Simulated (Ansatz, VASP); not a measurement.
GaN: VASP beside Ansatz

```
Ga N
1.0
     0.00000    2.10852    2.04526
     2.10852    0.00000    2.04526
     2.10852    2.10852    0.00000
Ga N
1 1
Direct
  0.00000 0.00000 0.00000
  0.50000 0.50000 0.50000
```

Change from the starting cell: uniaxial_z strain -3.0%.

Alike in both runs: task single point; functional r2SCAN; k mesh 10 × 10 × 10; no spin polarisation.

|  | VASP | Ansatz |
| --- | --- | --- |
| version | VASP 6.6.1 | Ansatz 0.2.0 |
| potentials or method | VASP PAW PBE potentials, release 64 (Ga_d, N) | plane waves, PAW |
| plane-wave cutoff (eV) | 520 | 500 |
| occupations | gaussian, width 0.01 eV | fixed |
| valence electrons in the cell | 18 | 18 |

Ansatz gave:

* gap on the k mesh at the Fermi level (eV): 1.19
* pressure (GPa): 8.3
* largest component of the traceless stress (GPa): 4.85

Question: What did VASP give for the same quantities?

Answer: gap on the k mesh at the Fermi level (eV): 1.16; pressure (GPa): 9.9; largest component of the traceless stress (GPa): 5.11.

Caveats: the PAW data sets were made with another functional, which shifts forces and pressure a little (VASP). A k mesh can miss the band edges.
